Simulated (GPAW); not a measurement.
A run of GPAW 26.7.0 is set up as follows.

File run.py:

```python
from ase import Atoms
from ase.calculators.mixing import SumCalculator
from ase.filters import FrechetCellFilter
from ase.io import write
from ase.optimize import BFGS
from dftd3.ase import DFTD3
from gpaw import GPAW, PW, setup_paths

setup_paths.insert(0, '.')

atoms = Atoms(['Si'],
              cell=[[2.6205428149, 0.0, 0.0],
                    [-1.3102714075, 2.2694566494, 0.0],
                    [0.0, 0.0, 2.46635439]],
              scaled_positions=[[0.0, 0.0, 0.0]],
              pbc=True)

calc = GPAW(mode=PW(600),
            xc='PBEsol',
            kpts={'size': (12, 12, 11), 'gamma': True},
            occupations={'name': 'fermi-dirac', 'width': 0.05},
            nbands=8,
            convergence={'density': 1e-05, 'forces': 0.0001},
            maxiter=150,
            txt='gpaw.txt')
atoms.calc = SumCalculator([calc, DFTD3(method='pbesol', damping='d3zero')])
opt = BFGS(FrechetCellFilter(atoms), trajectory='relax.traj', logfile='-')
done = opt.run(fmax=0.02, steps=60)
calc.write('gs.gpw')
write('result.traj', atoms)
print('Converged:', done)
print('Cell:', atoms.cell.cellpar().round(4))
print('Volume:', round(atoms.get_volume(), 4))
print(atoms.get_scaled_positions().round(5))
```

Potentials or basis: PAW data sets generated in the run's folder for this functional, pw.

Command:

```sh
$ gpaw-setup -f PBEsol Si
$ OMP_NUM_THREADS=1 python run.py
```

**Question.** What does it give for the band gap on the k mesh?

**Answer.** None (metal or under the smearing width).

**Question.** What does it give for the relaxed cell?

**Answer.** a = 2.604 Å, b = 2.604 Å, c = 2.484 Å, α = 90.00°, β = 90.00°, γ = 120.00°.

**Question.** Estimate the relaxed volume.

**Answer.** 14.59 Å³/atom.

**Question.** Estimate the space group after relaxing (to 0.05 Å).

**Answer.** P6/mmm (No. 191).

Final structure:
```yaml
crystal:
  lattice:
    - [2.60373, 0.00000, 0.00000]
    - [-1.30186, 2.25489, 0.00000]
    - [0.00000, 0.00000, 2.48435]
  atoms:
    - { symbol: Si, position: [0.00000, 0.00000, 0.00000] }
```

Caveat: later steps reuse the first step's grids; pairwise dispersion overbinds metals, which lowers pressure and volume.
